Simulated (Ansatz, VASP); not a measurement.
# SrO in two plane-wave programs

One calculation is typed for both programs; each brings its own data sets and cutoff. How far apart do they land? The cell is taken from a series of VASP runs on this material, whose earlier steps may have relaxed, scaled or displaced it; both programs get it as it stands.

Method: plane waves, with VASP 6.6.1 beside it; band structure at HSE06 and band structure at HSE06, spin-orbit coupling, in Ansatz 0.2.0.

### 1. Starting point

Symmetry: Fm-3m, No. 225, cubic system. The conventional cell has a = 5.161 Å, b = 5.161 Å, c = 5.161 Å, α = 90.00°, β = 90.00°, γ = 90.00°. Nearest to Sr lie 6 O at 2.58 Å. O has 6 Sr at 2.58 Å nearest. Farther neighbours and most contacts between anions are not listed.

### 2. Ansatz: band structure, HSE06

Ansatz runs on its default PAW (the set named soft_2) files.

Levels along a path test the potential and the projectors away from the mesh points.

input.yaml reads:

```yaml
crystal:
  lattice:
    - [0.0, 2.58066, 2.58066]
    - [2.58066, 0.0, 2.58066]
    - [2.58066, 2.58066, 0.0]
  atoms:
    - { symbol: Sr, position: [0.0, 0.0, 0.0] }
    - { symbol: O, position: [0.5, 0.5, 0.5] }
hamiltonian:
  xc: { exchange: pbe, correlation: pbe, exx: { coeff: 0.25, omega: 0.2 } }
  pseudopotentials: { kind: paw }
kpoints:
  mp_grid: { grid: [5, 5, 5] }
  band_path:
    path:
      - [0.0, 0.0, 0.0]
      - [0.5, 0.0, 0.5]
      - [0.5, 0.22222, 0.72222]
      - [0.40278, 0.34722, 0.75]
      - [0.125, 0.125, 0.25]
      - [0.27778, 0.27778, 0.27778]
      - [0.55556, 0.38889, 0.55556]
      - [0.58333, 0.25, 0.66667]
      - [0.5, 0.30556, 0.69444]
      - [0.48611, 0.48611, 0.52778]
      - [0.625, 0.25, 0.625]
      - [0.5, 0.0, 0.5]
    npoints: 1
scf:
  occupations: { method: gaussian, width: 0.03 }
  n_extra_bands: 7
output:
  forces: true
  stress: true
  eigenvalues: true
  write_density: true
  write_potential: true
  elf: true
  volumetric_format: npy
```

Command:

```
ansatz run input.yaml --threads 4 --pin off --max-ram 9216MiB --backend cpu --events-out ev --progress --plain --runs-dir out
```

Numbers of over 12 decimals in the logs are rounded to 6 here.

The program printed:

```text
Warning: output.stress: scf.convergence.dr2_threshold = 1e-7 eV (the SCF's general default) is looser than the 2e-10 eV advised for a printed stress (1e-10 eV for each atom of the cell: 2). What an SCF threshold leaves in a stress goes as its square root, and in the free energy as the threshold itself, and one threshold admits the most on a small cell: [figures from the program's tests cut] Set scf.convergence.dr2_threshold to 2e-10 eV or tighter. The threshold is an SCF's pass mark: one that does not reach it within its budget of iterations ends unconverged, or closes short of it on a stop that the run arms, and scf.convergence.dr2_threshold's page says what that costs each kind of run
Warning: output.stress: scf.exx.energy_threshold = 1e-6 eV is looser than the 2e-8 eV advised for a stress under a hybrid functional (1e-8 eV for each atom of the cell: 2). Every SCF of the exchange loop can meet its threshold on dr2 while the loop round them stops early: no threshold on dr2 bounds what that leaves in the stress. Set scf.exx.energy_threshold to 2e-8 eV or tighter. The threshold is the loop's pass mark: a loop that does not reach it within its budget of cycles ends unconverged, and scf.exx.energy_threshold's page has the law
scf.n_extra_bands = 7 over 8 filled bands (N_el = 16.0): the run solves 15 bands
Engine: ansatz 0.2.0, x86_64-unknown-linux-gnu
Pseudopotentials: kind: paw
Pseudopotential: Sr, paw, valence charge 10, recommended cutoff 420 eV (normal), Sr.paw.azcp
Pseudopotential: O, paw, valence charge 6, recommended cutoff 420 eV (normal), O.paw.azcp
Functional definition: unnamed
  parameter a_1 = 0.25
  parameter omega_1 = 0.2/angstrom
  exchange = pbe_x + (-a_1)*pbe_x_sr(omega_1) + a_1*exact_x_sr(omega_1)
  correlation = pbe_c
Crystal: 2 atoms, lattice volume = 34.373 Å³
Basis set: ecut = 420 eV, 645 PW (Γ), exchange–correlation on 50×50×50 points (8 copies of the dense FFT grid, shifted against one another)
Bands: 15, of which v1, the nominal top of the filled ones, is band 8 counted from 1 (7 counted from 0)
Symmetry: 48 space group operations
Space group: Fm-3m (ITA 225), of the structure as read, at distance tolerance 3.3e-5 Å
k-points: 10 of 125
Non-local potential: Sr, projectors of the file, l = 0: 3, l = 1: 2, l = 2: 2
Non-local potential: O, projectors of the file, l = 0: 2, l = 1: 2, l = 2: 1
PAW form: soft (Blöchl's): semilocal exchange-correlation on the pseudo side does not see the compensation charge
PAW frozen core: Sr, regenerated for the run's functional, and the local potential with it (the file was generated under x = pbe(κ = 0.804, μ = 0.219515), c = pbe(β = 0.066725))
PAW frozen core: O, regenerated for the run's functional, and the local potential with it (the file was generated under x = pbe(κ = 0.804, μ = 0.219515), c = pbe(β = 0.066725))
PAW one-centre angular grid: Sr, 110 points (default); XC on 64 Gauss nodes
PAW one-centre angular grid: O, 110 points (default); XC on 96 Gauss nodes
Initial density: superposition of atomic densities (neutral atoms: chi_scale 0, normalization atom), corrected by the library's trained network
Initial wavefunctions: pseudopotential atomic-orbital guess
Functional: x = pbe(κ = 0.804, μ = 0.219515), c = pbe(β = 0.066725), warm-up for x = pbe(κ = 0.804, μ = 0.219515) + 0.25 (exact − pbe) at short range (hse, ω = 0.2 Å⁻¹), c = pbe(β = 0.066725)
SCF iter   1: F=—  HF=-4114.624482 eV  |F-HF|=—  |Δ(HF+E_count)|=         —  Δρ=1.20e-3  dr2=3.08e-4  ethr=1.77e-3  ⟨swp⟩=2.0  Hψ=1070  notcnv=0
preconditioner: auto → none  [insulator: Δε(μ)=3.494 eV  Ē_g=18.158 eV  σ=0.030 eV  W_gap=1.00  n_scr=8 (ndim 8)  ℏωp=23.7 eV  f_vac=0.000  D(μ)=0.00/eV (n_scr^D=0)]
SCF iter   2: F=-4114.624595 eV  HF=-4114.624552 eV  |F-HF|=4.31e-5  |Δ(HF+E_count)|=   7.07e-5  Δρ=4.28e-4  dr2=3.26e-5  ethr=1.93e-6  ⟨swp⟩=3.6  Hψ=329  notcnv=0  defer=3
SCF 1 stopped early in 2 iterations: F = -4114.624595 eV  dr2 = 3.26e-5
  greatest PAW one-centre occupation: 0.987 electrons in one spin orbital (limit 2), on the Sr atom at site 0 (counted from 0), in its partial waves of l = 0
Initial density: handed on by an earlier stage of this run
Initial wavefunctions: those handed on with the density
Functional: x = pbe(κ = 0.804, μ = 0.219515) + 0.25 (exact − pbe) at short range (hse, ω = 0.2 Å⁻¹), c = pbe(β = 0.066725)
Exchange kernel: α = 0.2500, screened, ω = 0.2000 Å⁻¹, Wigner–Seitz truncation, v(0) = 1120.3319 eV·Å³, q-mesh 5×5×5, nearest image of the exchange supercell L = 18.25 Å, pair-density grid 15×15×15, without the augmentation charges, whose exchange is taken in its separable form by FFT convolution over the k-point mesh (sized by the pseudopotential files, 20×20×20 at the most), smooth part of the exact exchange by density-matrix convolution
Frozen-core exchange: fock
SCF iter   1: F=—  HF=-4116.984639 eV  |F-HF|=—  |Δ(HF+E_count)|=         —  Δρ=7.84e-3  dr2=3.60e-2  ethr=2.04e-6  ⟨swp⟩=5.9  Hψ=691  notcnv=0
preconditioner: auto → none  [insulator: Δε(μ)=5.170 eV  Ē_g=20.549 eV  σ=0.030 eV  W_gap=1.00  n_scr=8 (ndim 8)  ℏωp=23.7 eV  f_vac=0.000  D(μ)=0.00/eV (n_scr^D=0)]
SCF iter   2: F=—  HF=-4116.978116 eV  |F-HF|=—  |Δ(HF+E_count)|=   6.52e-3  Δρ=8.47e-3  dr2=1.71e-2  ethr=2.04e-6  ⟨swp⟩=4.7  Hψ=521  notcnv=0
SCF iter   3: F=—  HF=-4116.974509 eV  |F-HF|=—  |Δ(HF+E_count)|=   3.61e-3  Δρ=2.07e-3  dr2=1.70e-3  ethr=2.04e-6  ⟨swp⟩=4.0  Hψ=385  notcnv=0
SCF iter   4: F=—  HF=-4116.978823 eV  |F-HF|=—  |Δ(HF+E_count)|=   4.31e-3  Δρ=8.85e-4  dr2=4.21e-4  ethr=2.04e-6  ⟨swp⟩=3.0  Hψ=308  notcnv=0
iter 5 solved again at ethr=3.56e-8 eV; its pass at ethr=2.04e-6 eV (dr2=5.70e-6 eV) is discarded
SCF iter   5: F=—  HF=-4116.978719 eV  |F-HF|=—  |Δ(HF+E_count)|=   1.04e-4  Δρ=1.21e-4  dr2=8.08e-6  ethr=3.56e-8  ⟨swp⟩=2.8  Hψ=527  notcnv=0
SCF iter   6: F=-4116.978719 eV  HF=-4116.978719 eV  |F-HF|=6.81e-8  |Δ(HF+E_count)|=   6.12e-8  Δρ=2.17e-5  dr2=2.56e-6  ethr=3.50e-8  ⟨swp⟩=2.0  Hψ=236  notcnv=0
SCF 2 stopped early in 6 iterations: F = -4116.978719 eV  dr2 = 2.56e-6
hybrid outer 1: dexx = +5.208e-3 eV, tail = 1.13e-5 eV
Exchange kernel: α = 0.2500, screened, ω = 0.2000 Å⁻¹, Wigner–Seitz truncation, v(0) = 1120.3319 eV·Å³, q-mesh 5×5×5, nearest image of the exchange supercell L = 18.25 Å, pair-density grid 15×15×15, without the augmentation charges, whose exchange is taken in its separable form by FFT convolution over the k-point mesh (sized by the pseudopotential files, 20×20×20 at the most), smooth part of the exact exchange by density-matrix convolution
Frozen-core exchange: fock
SCF iter   1: F=—  HF=-4116.978788 eV  |F-HF|=—  |Δ(HF+E_count)|=         —  Δρ=1.28e-4  dr2=3.22e-6  ethr=3.54e-7  ⟨swp⟩=3.7  Hψ=397  notcnv=0
preconditioner: auto → none  [insulator: Δε(μ)=5.009 eV  Ē_g=20.499 eV  σ=0.030 eV  W_gap=1.00  n_scr=8 (ndim 8)  ℏωp=23.7 eV  f_vac=0.001  D(μ)=0.00/eV (n_scr^D=0)]
SCF iter   2: F=—  HF=-4116.978787 eV  |F-HF|=—  |Δ(HF+E_count)|=   8.74e-7  Δρ=1.30e-5  dr2=3.56e-8  ethr=1.99e-8  ⟨swp⟩=3.0  Hψ=254  notcnv=0
SCF iter   3: F=—  HF=-4116.978787 eV  |F-HF|=—  |Δ(HF+E_count)|=   3.18e-7  Δρ=8.33e-6  dr2=1.42e-8  ethr=6.99e-11  ⟨swp⟩=4.1  Hψ=399  notcnv=0
SCF iter   4: F=-4116.978787 eV  HF=-4116.978787 eV  |F-HF|=7.28e-12  |Δ(HF+E_count)|=   2.92e-9  Δρ=4.42e-7  dr2=2.28e-10  ethr=6.99e-11  ⟨swp⟩=3.0  Hψ=257  notcnv=0
SCF 3 converged in 4 iterations: F = -4116.978787 eV  dr2 = 2.28e-10
  Residual-converged pass: ⟨swp⟩=3.0  Hψ=283  notcnv=0  max |occ|·‖R‖ = 2.4e-6 eV (tolerance 2.4e-6 eV)  dr2=2.38e-10  dr2_onsite=2.92e-11  max |Δocc| = 0.0e0
hybrid outer 2: dexx = +3.956e-7 eV, tail = 3.68e-9 eV, Δε = 7.55e-4 eV (about 1.42e-5 eV left of the loop's levels)
NSCF: frozen V_eff on 12 k-points
hybrid SCF converged: 2 outer / 10 inner (+2 warm-up), last move |dexx| = 3.96e-7 eV, tail = 3.68e-9 eV
Stability not checked: this state was not tested for a lower state beside it, because the functional holds exact exchange (a hybrid, or Hartree-Fock), whose exchange loop this test does not read (fock_operator; see scf.lower_state_search)
Free energy (F): -4116.978787 eV
Frozen-core exchange: fock
Harris-Foulkes:  -4116.978787 eV  (|F-HF|=7.28e-12)
Internal energy: -4116.978787 eV  (E = F + TS)
E sigma→0 (E₀):  -4116.978787 eV
Fermi energy:    9.241068 eV
--- Per-component energies (eV) ---
  E_band       = -88.125011
  E_kinetic    = 423.748348
  E_local      = -868.921979  (includes V_loc(G=0)·N_el)
  E_nonlocal   = 248.516423
  E_hartree    = 236.457854
  E_xc         = -199.091814
  E_vxc        = -206.119531  (∫ρ·V_xc dr)
  E_exx        = -43.173710  (= α·E_x^exact, valence–valence)
  E_paw        = -2861.888192  (= ΣΔE_a)
  E_vpaw       = -71.918882  (= ΣTr[D̂ρ^β])
  E_aug_tail   = 0.002384  (compensation charges beyond the density's cutoff)
  E_ewald      = -1052.229361
  E_core_change = -0.398739  (= ΣΔE_core)
  E_smearing   = -0.000000  (= −TS)
  E_closure    = -0.000000  (closes the sum)
  Σ components = -4116.978787   (vs F -4116.978787, Δ=0.00e0)
--- Forces (eV/Å), atoms counted from 1 ---
  atom   1  Sr    -0.00000000     0.00000000    -0.00000000
  atom   2  O      0.00000000    -0.00000000     0.00000000
  max |Σ_I F_I| component: 3.02e-29 eV/Å
--- Stress (GPa, compression-positive) ---
       -0.413933       0.000000      -0.000000
        0.000000      -0.413933      -0.000000
        0.000000       0.000000      -0.413933
  P = ⅓ Tr σ = -0.4139 GPa (-4.139 kbar)
--- Band table (eV; the first three rows and the last of 10) ---
  k-point 0: bands = [... 4 lower, -7.8802, 6.7358, 6.7358, 6.7358, 12.1638, 14.6580, 14.6580, 14.6580, ... 3 higher]
  k-point 1: bands = [... 4 lower, -7.4461, 5.7966, 6.2936, 6.2936, 13.7482, 14.3833, 15.4404, 15.4404, ... 3 higher]
  k-point 2: bands = [... 4 lower, -6.9867, 4.6827, 5.6800, 5.6800, 14.8055, 16.2047, 17.0991, 17.0991, ... 3 higher]
  k-point 9: bands = [... 4 lower, -7.4656, 5.5197, 6.0113, 6.3369, 13.6353, 15.4359, 17.2530, 19.0042, ... 3 higher]
```

Wall time 9 s (4 threads of Intel Xeon Platinum 8488C (Sapphire Rapids), shared host); peak memory 0.65 GiB; 32 s of CPU time.

### 3. VASP: band structure, HSE06

The same cell, functional, mesh and smearing now go to VASP, with its own data sets and cutoff.

Lines of VASP's logs that name or quote its potential files are left out, and so is its time.

The run reads the wave functions of an earlier VASP run, which isn't shown here.

INCAR reads:

```
SYSTEM = SrO
PREC = Accurate
ENCUT = 460
EDIFF = 1E-06
NELM = 100
ISMEAR = 0
SIGMA = 0.03
LREAL = .FALSE.
ALGO = Normal
LHFCALC = .TRUE.
AEXX = 0.25
GGA = PE
HFSCREEN = 0.2
LASPH = .TRUE.
NBANDS = 14
PRECFOCK = Fast
LORBIT = 11
LWAVE = .FALSE.
LCHARG = .FALSE.
KPAR = 4
```

POSCAR reads:

```
SrO
1.0
    0.0000000000      2.5806600000      2.5806600000
    2.5806600000      0.0000000000      2.5806600000
    2.5806600000      2.5806600000      0.0000000000
Sr O
1 1
Direct
    0.0000000000      0.0000000000      0.0000000000
    0.5000000000      0.5000000000      0.5000000000
```

KPOINTS reads:

```
Automatic mesh
0
Gamma
5 5 5
0 0 0
```

KPOINTS_OPT reads:

```
Line mode
10
Line-mode
Reciprocal
  0.00000000   0.00000000   0.00000000 GAMMA
  0.50000000   0.00000000   0.50000000 X

  0.50000000   0.00000000   0.50000000 X
  0.50000000   0.25000000   0.75000000 W

  0.50000000   0.25000000   0.75000000 W
  0.37500000   0.37500000   0.75000000 K

  0.37500000   0.37500000   0.75000000 K
  0.00000000   0.00000000   0.00000000 GAMMA

  0.00000000   0.00000000   0.00000000 GAMMA
  0.50000000   0.50000000   0.50000000 L

  0.50000000   0.50000000   0.50000000 L
  0.62500000   0.25000000   0.62500000 U

  0.62500000   0.25000000   0.62500000 U
  0.50000000   0.25000000   0.75000000 W

  0.50000000   0.25000000   0.75000000 W
  0.50000000   0.50000000   0.50000000 L

  0.50000000   0.50000000   0.50000000 L
  0.37500000   0.37500000   0.75000000 K

  0.62500000   0.25000000   0.62500000 U
  0.50000000   0.00000000   0.50000000 X
```

The projector-augmented-wave data sets are Sr_sv and O (PBE family, release 64).

Command:

```
mpirun -np 4 vasp_std
```

The program printed:

```text
[banner, memory and clock lines left out]
running    4 mpi-ranks, on    1 nodes
 distrk:  each k-point on    1 cores,    4 groups
 distr:  one band on    1 cores,    1 groups

 POSCAR found type information on POSCAR SrO
 POSCAR found :  2 types and       2 ions
 LDA part: xc-table for (Slater+PW92), standard interpolation
 found WAVECAR, reading the header
 POSCAR, INCAR and KPOINTS ok, starting setup
 FFT: planning ... GRIDC
 FFT: planning ... GRID_SOFT
 FFT: planning ... GRID
 reading WAVECAR
 the WAVECAR file was read successfully
 initial charge from wavefunction
 entering main loop
       N       E                     dE             d eps       ncg     rms          rms(c)
DAV:   1    -0.142384819827E+02   -0.14238E+02   -0.49356E-01   306   0.912E+00    0.440E+00
DAV:   2    -0.142061143502E+02    0.32368E-01   -0.73260E-02   328   0.275E+00    0.207E+00
DAV:   3    -0.142093984614E+02   -0.32841E-02   -0.14612E-02   316   0.104E+00    0.977E-01
DAV:   4    -0.142083272885E+02    0.10712E-02   -0.15367E-03   304   0.395E-01    0.626E-01
DAV:   5    -0.142082061254E+02    0.12116E-03   -0.86448E-04   310   0.249E-01    0.446E-01
DAV:   6    -0.142081395131E+02    0.66612E-04   -0.42695E-05   322   0.791E-02    0.262E-01
DAV:   7    -0.142081241530E+02    0.15360E-04   -0.28854E-05   328   0.543E-02    0.140E-01
DAV:   8    -0.142081223350E+02    0.18180E-05   -0.53177E-06   310   0.258E-02    0.827E-02
DAV:   9    -0.142081217984E+02    0.53654E-06   -0.27391E-06   304   0.173E-02
   1 F= -.14208122E+02 E0= -.14208122E+02  d E =-.183666E-15
 Start KPOINTS_OPT (optional k-point list driver)
k-point batch [1-10\100]
       N       E                     dE             ncg
DAV:   1    -0.959564262579E+03   -0.44611E+04      280
DAV:   2    -0.179428721907E+04   -0.83472E+03      376
DAV:   3    -0.184861068982E+04   -0.54323E+02      326
DAV:   4    -0.184975172742E+04   -0.11410E+01      402
DAV:   5    -0.184977478788E+04   -0.23060E-01      372
DAV:   6    -0.184977516964E+04   -0.38175E-03      380
DAV:   7    -0.184977517331E+04   -0.36688E-05      232
DAV:   8    -0.184977517344E+04   -0.13554E-06      170
[...]
k-point batch [91-100\100]
       N       E                     dE             ncg
DAV:   1    -0.104589794943E+04   -0.69498E+04      280
DAV:   2    -0.182125688307E+04   -0.77536E+03      358
DAV:   3    -0.186978357881E+04   -0.48527E+02      374
DAV:   4    -0.187092672696E+04   -0.11431E+01      434
DAV:   5    -0.187094976230E+04   -0.23035E-01      400
DAV:   6    -0.187095006636E+04   -0.30406E-03      402
DAV:   7    -0.187095007314E+04   -0.67799E-05      330
DAV:   8    -0.187095007329E+04   -0.14775E-06      260
```

OUTCAR, selected parts (step 3):

```text
ion  position               nearest neighbor table
   1  0.000  0.000  0.000-   2 2.58   2 2.58   2 2.58   2 2.58   2 2.58   2 2.58
   2  0.500  0.500  0.500-   1 2.58   1 2.58   1 2.58   1 2.58   1 2.58   1 2.58

  LATTYP: Found a face centered cubic cell.
 ALAT       =     5.1613200000

 Subroutine GETGRP returns: Found 48 space group operations
 (whereof 48 operations were pure point group operations)

The static configuration has the point symmetry O_h .

 Found     10 irreducible k-points:

   k-points           NKPTS =     10   k-points in BZ     NKDIM =    125   number of bands    NBANDS=     14

   dimension x,y,z NGX =    28 NGY =   28 NGZ =   28
   dimension x,y,z NGXF=    56 NGYF=   56 NGZF=   56

   ENCUT  =  460.0 eV  33.81 Ry    5.81 a.u.   6.38  6.38  6.38*2*pi/ulx,y,z

   NELECT =      16.0000    total number of electrons

 k-points in reciprocal lattice and weights: Automatic mesh
   0.00000000  0.00000000  0.00000000       0.008
   0.20000000  0.00000000  0.00000000       0.064
   0.40000000  0.00000000  0.00000000       0.064
   0.20000000  0.20000000  0.00000000       0.048
   0.40000000  0.20000000  0.00000000       0.192
  -0.40000000  0.20000000  0.00000000       0.192
  -0.20000000  0.20000000  0.00000000       0.096
   0.40000000  0.40000000  0.00000000       0.048
  -0.40000000  0.40000000  0.00000000       0.096
  -0.40000000  0.40000000  0.20000000       0.192

  exchange ACFDT corr.  =         0.00000000  see jH, gK, PRB 81, 115126

 average (electrostatic) potential at core
       1 -32.2635       2 -64.4726

 E-fermi :   0.6926

 k-point     1 :       0.0000    0.0000    0.0000
  band No.  band energies     occupation
    ...
      4     -14.1992      2.00000
      5     -14.1992      2.00000
      6       0.5326      2.00000
      7       0.5326      2.00000
      8       0.5326      2.00000
      9       5.9345      0.00000
     10       8.4019      0.00000
     11       8.4019      0.00000
     12       8.4019      0.00000
     13      10.6275      0.00000
    ...

 k-point     2 :       0.2000    0.0000    0.0000
  band No.  band energies     occupation
    ...
      4     -14.2253      2.00000
      5     -13.7464      2.00000
      6      -0.4187      2.00000
      7       0.0794      2.00000
      8       0.0795      2.00000
      9       7.5205      0.00000
     10       8.1490      0.00000
     11       9.1911      0.00000
     12       9.1911      0.00000
     13      11.6499      0.00000
    ...

 k-point     3 :       0.4000    0.0000    0.0000
  band No.  band energies     occupation
    ...
      4     -14.2666      2.00000
      5     -13.2740      2.00000
      6      -1.5472      2.00000
      7      -0.5477      2.00000
      8      -0.5477      2.00000
      9       8.5694      0.00000
     10      10.0050      0.00000
     11      10.8468      0.00000
     12      10.8469      0.00000
     13      13.7553      0.00000
    ...

  energy-cutoff  :      460.00
  volume of cell :       34.37
      direct lattice vectors                 reciprocal lattice vectors
     0.000000000  2.580660000  2.580660000    -0.193748886  0.193748886  0.193748886
     2.580660000  0.000000000  2.580660000     0.193748886 -0.193748886  0.193748886
     2.580660000  2.580660000  0.000000000     0.193748886  0.193748886 -0.193748886

 POSITION                                       TOTAL-FORCE (eV/Angst)
 -----------------------------------------------------------------------------------
      0.00000      0.00000      0.00000         0.000000     -0.000000     -0.000000
      2.58066      2.58066      2.58066        -0.000000      0.000000      0.000000
 -----------------------------------------------------------------------------------
    total drift:                               -0.000001     -0.000000     -0.000000

  FREE ENERGIE OF THE ION-ELECTRON SYSTEM (eV)
  ---------------------------------------------------
  free  energy   TOTEN  =       -14.2081217984 eV

  energy  without entropy=      -14.2081217984  energy(sigma->0) =      -14.20812180

 total charge
# of ion       s       p       d       tot
------------------------------------------
    1        2.013   5.858   0.223   8.094
    2        1.562   3.453   0.000   5.015
--------------------------------------------------
tot          3.575   9.311   0.223  13.109

[... 3 further parts left out ...]
```

(Part 1 of 2 ends here.)

[Lines on the potential files, build, host, timing and source positions are cut from VASP's logs without a mark.]

[Logs are printed without paths, hosts, clocks, repeated set-up lines and the standing remarks that a program may print on its own settings, such as how far it seeks lower states.]

[Hosts, paths, dates, database ids (printed as entryN), source tags and the programs' standing remarks are cut or masked in the printed files.]
